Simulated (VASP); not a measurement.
A run of VASP 6.6.1:

Contents of POSCAR:

```
AlAu
1.0
    3.2239420000      0.0000000000      0.0000000000
    0.0000000000      3.2239420000      0.0000000000
    0.0000000000      0.0000000000      3.2239420000
Al Au
1 1
Direct
    0.0000000000      0.0000000000      0.0000000000
    0.5000000000      0.5000000000      0.5000000000
```

File INCAR.step1:

```
SYSTEM = AlAu
  ALGO = Normal
  EDIFF = 1E-4
  ENCUT = 520
  GGA = PE
  ISMEAR = 1
  LASPH = .True.
  LCHARG = .False.
  LREAL = .False.
  LWAVE = .True.
  NBANDS = 14
  NELM = 100
  PREC = Accurate
  SIGMA = 0.15
```

INCAR.step2

```
SYSTEM = AlAu
  ALGO = Normal
  EDIFF = 1E-6
  ENCUT = 520
  ISIF = 2
  ISMEAR = 1
  ISTART = 1
  LASPH = .True.
  LCHARG = .False.
  LMIXTAU = .True.
  LREAL = .False.
  LWAVE = .False.
  METAGGA = R2SCAN
  NBANDS = 14
  NELM = 100
  PREC = Accurate
  SIGMA = 0.15
```

File KPOINTS:

```
k-points
0
Gamma
  4 4 4
  0 0 0
```

Potentials or basis: VASP PAW PBE potentials, release 64 (Al, Au).

Run with:

```bash
$ cat potpaw_PBE.64/Al/POTCAR potpaw_PBE.64/Au/POTCAR > POTCAR
$ cp INCAR.step1 INCAR
$ mpirun -np 1 vasp_std > vasp.out
$ cp INCAR.step2 INCAR
$ mpirun -np 1 vasp_std > vasp.out
```

Hardware: 1 thread of Intel(R) Xeon(R) Platinum 8488C (Sapphire Rapids), with other jobs on the host.

Problem. Estimate the wall time of this run.

Solution. It took 11 s on 1 thread of Intel(R) Xeon(R) Platinum 8488C (Sapphire Rapids) (shared host), peak memory 0.14 GiB. Counts: scf iterations 9, k points 10.
